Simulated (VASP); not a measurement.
Input of a VASP 6.6.1 run:

The input INCAR:

```
SYSTEM = NbP
  PREC = Accurate
  ENCUT = 520
  EDIFF = 1E-7
  ISMEAR = 0
  SIGMA = 0.1
  LREAL = .False.
  LASPH = .True.
  NELM = 80
  ALGO = Normal
  ISIF = 2
  LWAVE = .False.
  LCHARG = .False.
  GGA = PE
  IBRION = 2
  NSW = 80
  EDIFFG = -0.002
```

KPOINTS

```
Automatic mesh
0
Gamma
  18 18 18
  0 0 0
```

File POSCAR:

```
NbP
1.0
   -1.6749232500      1.6749232500      5.7401081800
    1.6749232500     -1.6749232500      5.7401081800
    1.6749232500      1.6749232500     -5.7401081800
Nb P
2 2
Direct
    0.7498808000      0.7498808000      0.0000000000
    0.4998808000      0.9998808000      0.5000000000
    0.3327477700      0.3327477700      0.0000000000
    0.0827477800      0.5827477800      0.5000000000
```

Potentials or basis: VASP PAW PBE potentials, release 64 (Nb_sv, P).

The run is started by

```bash
$ cat potpaw_PBE.64/Nb_sv/POTCAR potpaw_PBE.64/P/POTCAR > POTCAR
$ mpirun -np 1 vasp_std > vasp.out
```

Question: Predict the energy gained by relaxing.

Answer: 0.0 meV/atom.

Question: What does it give for the band gap on the k mesh?

Answer: None (metal or under the smearing width).

Final structure:
```cif
data_structure
_symmetry_space_group_name_H-M 'P 1'
_symmetry_Int_Tables_number 1
_cell_length_a 6.2096
_cell_length_b 6.2096
_cell_length_c 6.2096
_cell_angle_alpha 148.704
_cell_angle_beta 148.704
_cell_angle_gamma 44.848
_cell_volume 64.41
loop_
_atom_site_label
_atom_site_type_symbol
_atom_site_fract_x
_atom_site_fract_y
_atom_site_fract_z
_atom_site_occupancy
Nb1 Nb 0.74994 0.74994 0.00000 1
Nb2 Nb 0.49994 0.99994 0.50000 1
P1 P 0.33269 0.33269 0.00000 1
P2 P 0.08269 0.58269 0.50000 1
```
